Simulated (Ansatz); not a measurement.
CsBr:
```yaml
crystal:
  lattice:
    - [4.32371, 0.00000, 0.00000]
    - [0.00000, 4.32371, 0.00000]
    - [0.00000, 0.00000, 4.32371]
  atoms:
    - { symbol: Cs, position: [0.00000, 0.00000, 0.00000] }
    - { symbol: Br, position: [0.50000, 0.50000, 0.50000] }
```

Relaxed with r²SCAN. Special points in fractions of this cell's reciprocal vectors: Γ (0.000, 0.000, 0.000); X (0.000, 0.500, 0.000); M (0.500, 0.500, 0.000); R (0.500, 0.500, 0.500).

### Question
List the band energies nearest the valence-band maximum at these points for r²SCAN in the plane-wave PAW code Ansatz.

### Answer
In eV from the valence-band maximum; about four levels below and three above (degenerate sets whole), none deeper than 8.9 eV; points with the same levels are listed once.

| k | below | above |
|---|---|---|
| Γ | -6.56 -6.56 -6.56 0.00 0.00 0.00 | 5.19 5.43 5.43 |
| X | -6.47 -6.47 -1.25 -0.19 -0.19 | 6.44 7.85 8.36 |
| M | -6.41 -0.57 -0.57 0.00 | 5.84 6.12 7.85 7.85 |
| R | -6.95 -6.95 -6.95 -1.11 -1.11 -1.11 | 8.90 8.90 8.90 |

Space group Pm-3m (CsCl type). The r²SCAN relaxation kept the symmetry of its start. Spin–orbit coupling is left out wherever it is not named.

Potentials: the later of the program's two PAW sets.
